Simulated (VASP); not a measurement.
# SnO2 (Cassiterite) (P4_2/mnm) in VASP: a series of runs, part 2 of 3

VASP 6.6.1.

## 3. Dielectric tensor, PBE

Input file INCAR:

```
SYSTEM = SnO2
ALGO = Normal
EDIFF = 1E-8
ENCUT = 280
GGA = PE
ISIF = 2
ISMEAR = 0
LASPH = .TRUE.
LCHARG = .FALSE.
LEPSILON = .TRUE.
LREAL = .FALSE.
LWAVE = .FALSE.
NELM = 100
PREC = Accurate
SIGMA = 0.01
```

Input file KPOINTS:

```
k-points
0
G
  7 7 10
  0 0 0
```

Input file POSCAR:

```
SnO2
1.0
    4.7380000000      0.0000000000      0.0000000000
    0.0000000000      4.7380000000      0.0000000000
    0.0000000000      0.0000000000      3.1865000000
Sn O
2 4
Direct
    0.5000000000      0.5000000000      0.5000000000
    0.0000000000      0.0000000000      0.0000000000
    0.8071000000      0.1929000000      0.5000000000
    0.6929000000      0.6929000000      0.0000000000
    0.1929000000      0.8071000000      0.5000000000
    0.3071000000      0.3071000000      0.0000000000
```

Potentials or basis: VASP PAW PBE potentials, release 64 (Sn_d, O).

On the command line:

```console
> cat potpaw_PBE.64/Sn_d/POTCAR potpaw_PBE.64/O/POTCAR > POTCAR
> mpirun -np 1 vasp_std > vasp.out
```

OUTCAR:

```text
SYSTEM = SnO2
   EDIFF = 1E-8
   ENCUT = 280
   GGA = PE
   ISIF = 2
   ISMEAR = 0
   LASPH = .TRUE.
   LEPSILON = .TRUE.
   LREAL = .FALSE.
   NELM = 100
   PREC = Accurate

 Found     60 irreducible k-points:

 Following reciprocal coordinates:
            Coordinates               Weight
  0.000000  0.000000  0.000000      1.000000
  0.142857  0.000000  0.000000      4.000000
  0.285714  0.000000  0.000000      4.000000
  0.428571  0.000000  0.000000      4.000000
  0.142857  0.142857  0.000000      4.000000
  0.285714  0.142857  0.000000      8.000000
   k-points           NKPTS =     60   k-points in BZ     NKDIM =     60   number of bands    NBANDS=     31
   number of dos      NEDOS =    301   number of ions     NIONS =      6
   total plane-waves  NPLWV =  14112
   dimension x,y,z NGX =    28 NGY =   28 NGZ =   18
   dimension x,y,z NGXF=    56 NGYF=   56 NGZF=   36
   ions per type =               2   4
   NGX,Y,Z   is equivalent  to a cutoff of   9.82,  9.82,  9.39 a.u.
   NGXF,Y,Z  is equivalent  to a cutoff of  19.65, 19.65, 18.78 a.u.
 SYSTEM =  SnO2
   PREC   = accura    normal or accurate (medium, high low for compatibility)
   ISTART =      0    job   : 0-new  1-cont  2-samecut
   ICHARG =      2    charge: 1-file 2-atom 10-const
   ISPIN  =      1    spin polarized calculation?
   LNONCOLLINEAR =      F non collinear calculations
   LSORBIT =      F    spin-orbit coupling
   LASPH  =      T    aspherical Exc in radial PAW
   ENCUT  =  280.0 eV  20.58 Ry    4.54 a.u.   6.46  6.46  4.35*2*pi/ulx,y,z
   NELM   =    100;   NELMIN=  2; NELMDL= -5     # of ELM steps
   EDIFF  = 0.1E-07   stopping-criterion for ELM
   LREAL  =      F    real-space projection
   EDIFFG = 0.1E-06   stopping-criterion for IOM
   NSW    =      0    number of steps for IOM
   IBRION =     -1    ionic relax: 0-MD 1-quasi-New 2-CG
   NFREE  =      0    steps in history (QN), initial steepest desc. (CG)
   ISIF   =      2    stress and relaxation
   ISYM   =      2    0-nonsym 1-usesym 2-fastsym
[... 291 lines left out ...]
  ---------------------------------------------------
  free energy    TOTEN  =        -0.68770033 eV

  energy without entropy =       -0.68770033

------------------------ aborting loop because EDIFF is reached ----------------------------------------

--------------------------------------- Ionic step        2  -------------------------------------------

------------------------ aborting loop because EDIFF is reached ----------------------------------------

--------------------------------------- Ionic step        3  -------------------------------------------

 Free energy of the ion-electron system (eV)
  ---------------------------------------------------
  ---------------------------------------------------
  free energy    TOTEN  =        -0.74031868 eV

  energy without entropy =       -0.74031868

------------------------ aborting loop because EDIFF is reached ----------------------------------------

 PIEZOELECTRIC TENSOR FIELD DIRECTION 3  (e Angst)
 -----------------------------------------------------------------------------
     0.00102  0.00000  0.00000           ( -0.00001  0.00000  0.00000)
     0.00000  0.00102  0.00000           (  0.00000 -0.00001  0.00000)
     0.00000  0.00000 -0.00403           (  0.00000  0.00000 -0.00016)

 PIEZOELECTRIC TENSOR FIELD DIRECTION 3  (C/m^2)
 -----------------------------------------------------------------------------
     0.00023  0.00000  0.00000
     0.00000  0.00023  0.00000
     0.00000  0.00000 -0.00090

 MACROSCOPIC STATIC DIELECTRIC TENSOR (including local field effects in DFT)
 ------------------------------------------------------
           4.264014     0.000000     0.000000
           0.000000     4.264014     0.000000
           0.000000     0.000000     4.510705
 ------------------------------------------------------

 PIEZOELECTRIC TENSOR (including local field effects)  for field in x, y, z        (e  Angst)
          XX          YY          ZZ          XY          YZ          ZX
  --------------------------------------------------------------------------------
  x     0.00000     0.00000     0.00000     0.00000     0.00000     0.00000
  y     0.00000     0.00000     0.00000     0.00000     0.00000     0.00000
  z     0.00000     0.00000     0.00000     0.00000     0.00000     0.00000

 PIEZOELECTRIC TENSOR (including local field effects)  for field in x, y, z        (C/m^2)
          XX          YY          ZZ          XY          YZ          ZX
  --------------------------------------------------------------------------------
  x     0.00000     0.00000     0.00000     0.00000     0.00000     0.00000
  y     0.00000     0.00000     0.00000     0.00000     0.00000     0.00000
  z     0.00000     0.00000     0.00000     0.00000     0.00000     0.00000

 BORN EFFECTIVE CHARGES (including local field effects) (in |e|, cummulative output)
 ---------------------------------------------------------------------------------
 ion    1
    1     4.03464    -0.45369     0.00000
    2    -0.45369     4.03464     0.00000
    3     0.00000     0.00000     4.41402
 ion    2
    1     4.03464     0.45369     0.00000
    2     0.45369     4.03464     0.00000
    3     0.00000     0.00000     4.41402
 ion    3
    1    -2.01732     0.71759     0.00000
    2     0.71759    -2.01732     0.00000
    3     0.00000     0.00000    -2.20701
 ion    4
    1    -2.01732    -0.71759     0.00000
    2    -0.71759    -2.01732     0.00000
    3     0.00000     0.00000    -2.20701
 ion    5
    1    -2.01732     0.71759     0.00000
    2     0.71759    -2.01732     0.00000
    3     0.00000     0.00000    -2.20701
 ion    6
    1    -2.01732    -0.71759     0.00000
    2    -0.71759    -2.01732     0.00000
    3     0.00000     0.00000    -2.20701
```

OSZICAR:

```text
N       E                     dE             d eps       ncg     rms          rms(c)
DAV:   1     0.490668075913E+03    0.49067E+03   -0.18789E+04  4049   0.181E+03
DAV:   2     0.211301418253E+02   -0.46954E+03   -0.45406E+03  4264   0.507E+02
DAV:   3    -0.399965256477E+02   -0.61127E+02   -0.60623E+02  4476   0.178E+02
DAV:   4    -0.421149838827E+02   -0.21185E+01   -0.21145E+01  4322   0.371E+01
[... 11 lines left out ...]
RMM:   6    -0.740056956755E+00   -0.21704E-03   -0.82541E-05  6325   0.470E-02    0.430E-03
RMM:   7    -0.740242455926E+00   -0.18550E-03   -0.89640E-06  6949   0.152E-02    0.124E-03
RMM:   8    -0.740306554307E+00   -0.64098E-04   -0.18555E-06  7038   0.428E-03    0.408E-04
RMM:   9    -0.740320035322E+00   -0.13481E-04   -0.16332E-07  7015   0.129E-03    0.864E-05
RMM:  10    -0.740317860923E+00    0.21744E-05    0.11171E-08  6624   0.408E-04    0.389E-05
RMM:  11    -0.740318683968E+00   -0.82305E-06   -0.28030E-08  4758   0.163E-04    0.454E-06
```

stdout:

```text
POSCAR found type information on POSCAR SnO
 POSCAR found :  2 types and       6 ions
 scaLAPACK will be used
 LDA part: xc-table for (Slater+PW92), standard interpolation
 POSCAR, INCAR and KPOINTS ok, starting setup
 FFT: planning ... GRIDC
 FFT: planning ... GRID_SOFT
 FFT: planning ... GRID
 WAVECAR not read
 entering main loop
 Linear response reoptimize wavefunctions to high precision
 Linear response G [H, r] |phi>, progress :
  Direction:   1
 Linear response G [H, r] |phi>, progress :
  Direction:   2
 Linear response G [H, r] |phi>, progress :
  Direction:   3
 Linear response to external field (no local field effect), progress :
  Direction:   1
 dielectric tensor                  component  1 :     4.131    -0.156    -0.463
 Linear response to external field (no local field effect), progress :
  Direction:   2
 dielectric tensor                  component  2 :    -0.156     4.537    -0.281
 Linear response to external field (no local field effect), progress :
  Direction:   3
 dielectric tensor                  component  3 :    -0.463    -0.281     4.591
 Linear response to external field, progress :
  Direction:   1
 dielectric tensor                  component  1 :     4.264    -0.078    -0.201
 Linear response to external field, progress :
  Direction:   2
 dielectric tensor                  component  2 :    -0.078     4.264    -0.370
 Linear response to external field, progress :
  Direction:   3
 dielectric tensor                  component  3 :    -0.462    -0.280     4.511
 Born effective charges drift removed
```

Run time: 5.7 min. Hardware: 1 thread of Intel Xeon Platinum 8488C (Sapphire Rapids), shared host; peak memory 0.33 GiB.

The run converged, but a check on its numbers failed (symmetry, net force, bounds or a known fault of this set-up), so they aren't taken as properties of the crystal.

Caveat: the cutoff lies under the usual one of these potentials, so the numbers hold a large basis-set error; spin-orbit coupling is left out, which moves the levels of the heavy elements.

## 4. Dielectric tensor, PBE

INCAR, as its differences from that of step 3:

```diff
@@ -2,4 +2,4 @@
 ALGO = Normal
-EDIFF = 1E-8
-ENCUT = 280
+EDIFF = 1E-6
+ENCUT = 400
 GGA = PE
```

Input file KPOINTS:

```
k-points
0
G
  6 6 8
  0 0 0
```

POSCAR is that of step 3.

Potentials or basis: VASP PAW PBE potentials, release 64 (Sn_d, O).

On the command line:

```console
> cat potpaw_PBE.64/Sn_d/POTCAR potpaw_PBE.64/O/POTCAR > POTCAR
> mpirun -np 1 vasp_std > vasp.out
```

OUTCAR:

```text
SYSTEM = SnO2
   EDIFF = 1E-6
   ENCUT = 400
   GGA = PE
   ISIF = 2
   ISMEAR = 0
   LASPH = .TRUE.
   LEPSILON = .TRUE.
   LREAL = .FALSE.
   NELM = 100
   PREC = Accurate

 Found     50 irreducible k-points:

 Following reciprocal coordinates:
            Coordinates               Weight
  0.000000  0.000000  0.000000      1.000000
  0.166667  0.000000  0.000000      4.000000
  0.333333  0.000000  0.000000      4.000000
  0.500000  0.000000  0.000000      2.000000
  0.166667  0.166667  0.000000      4.000000
  0.333333  0.166667  0.000000      8.000000
   k-points           NKPTS =     50   k-points in BZ     NKDIM =     50   number of bands    NBANDS=     31
[... 358 lines left out ...]

 PIEZOELECTRIC TENSOR (including local field effects)  for field in x, y, z        (e  Angst)
          XX          YY          ZZ          XY          YZ          ZX
  --------------------------------------------------------------------------------
  x     0.00000     0.00000     0.00000     0.00000     0.00000     0.00000
  y     0.00000     0.00000     0.00000     0.00000     0.00000     0.00000
  z     0.00000     0.00000     0.00000     0.00000     0.00000     0.00000

 PIEZOELECTRIC TENSOR (including local field effects)  for field in x, y, z        (C/m^2)
          XX          YY          ZZ          XY          YZ          ZX
  --------------------------------------------------------------------------------
  x     0.00000     0.00000     0.00000     0.00000     0.00000     0.00000
  y     0.00000     0.00000     0.00000     0.00000     0.00000     0.00000
  z     0.00000     0.00000     0.00000     0.00000     0.00000     0.00000

 BORN EFFECTIVE CHARGES (including local field effects) (in |e|, cummulative output)
 ---------------------------------------------------------------------------------
 ion    1
    1     4.07648    -0.44541     0.00000
    2    -0.44541     4.07648     0.00000
    3     0.00000     0.00000     4.46205
 ion    2
    1     4.07648     0.44541     0.00000
    2     0.44541     4.07648     0.00000
    3     0.00000     0.00000     4.46205
 ion    3
    1    -2.03824     0.69278     0.00000
    2     0.69278    -2.03824     0.00000
    3     0.00000     0.00000    -2.23103
 ion    4
    1    -2.03824    -0.69278     0.00000
    2    -0.69278    -2.03824     0.00000
    3     0.00000     0.00000    -2.23103
 ion    5
    1    -2.03824     0.69278     0.00000
    2     0.69278    -2.03824     0.00000
    3     0.00000     0.00000    -2.23103
 ion    6
    1    -2.03824    -0.69278     0.00000
    2    -0.69278    -2.03824     0.00000
    3     0.00000     0.00000    -2.23103
```

Wall time 6.1 min (1 thread of Intel Xeon Platinum 8488C (Sapphire Rapids), shared host); peak memory 0.43 GiB.

These settings aren't checked as converged: the numbers below hold their error.

Results:

```
Band gap on the k mesh                  : 1.27 eV, direct
Electronic dielectric tensor (diagonal) : 4.26, 4.26, 4.55
Born charges (mean of the diagonal)     : Sn +4.21; O -2.10 e
```

Caveat: spin-orbit coupling is left out, which moves the levels of the heavy elements.

(Continued in part 3 of 3.)
